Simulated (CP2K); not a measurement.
LiCl under changes of volume

One of the cells (16.871 Å³/atom); the others are scaled copies at fixed shape and fractional positions:

```xyz
2
Lattice="3.6271 0.0000 0.0000 1.8136 3.1412 0.0000 1.8136 1.0471 2.9615" Properties=species:S:1:pos:R:3 pbc="T T T"
Cl    3.6271    2.0941    1.4808
Li    0.0000    0.0000    0.0000
```

```yaml
Program: CP2K 2026.2
Functional: PBE
Potentials_or_basis: POTENTIAL_UZH Cl GTH-PBE-q7, Li GTH-PBE-q3; TZVP-MOLOPT-PBE-GTH basis
Density_cutoff: 8163 eV
k_mesh: 9 × 9 × 9
Occupations: fermi-dirac, width 0.05 eV
Spin: no spin polarisation
```

```csv
volume (Å³/atom),energy over the lowest point (meV/atom),pressure (GPa),gap on the mesh (eV)
15.859,?,?,?
16.196,6.08,2.1,6.55
16.534,2.51,1.3,6.42
16.871,0.54,0.6,6.30
17.209,0.00,-0.1,6.19
17.546,0.76,-0.6,6.08
17.883,2.68,-1.2,5.98
```

Question: What does the run at 15.859 Å³/atom give?

Answer: Energy over the lowest point 11.43 meV/atom; pressure 3.0 GPa; gap on the mesh 6.68 eV.

Worked out: A Birch-Murnaghan fit of order 3 (a polynomial in V^(-2/3)) to the other rows has its minimum at 17.17 Å³/atom with B0 = V·E''(V) = 32 GPa and B' = 4.2. It gives 11.40 meV/atom at 15.859 Å³/atom, against the run's 11.43, and -dE/dV = 3.0 GPa, against 3.0. A straight line through the other rows of the gap, of slope -5.74 eV per unit of ln V (its deformation potential), extrapolates to 6.66 eV, against the run's 6.68.

Energies are extrapolated to zero smearing.

Caveats: an odd mesh through Γ misses points on the zone boundary, where band edges often lie; the basis of atomic orbitals isn't converged, which shifts pressures, moduli and gaps.
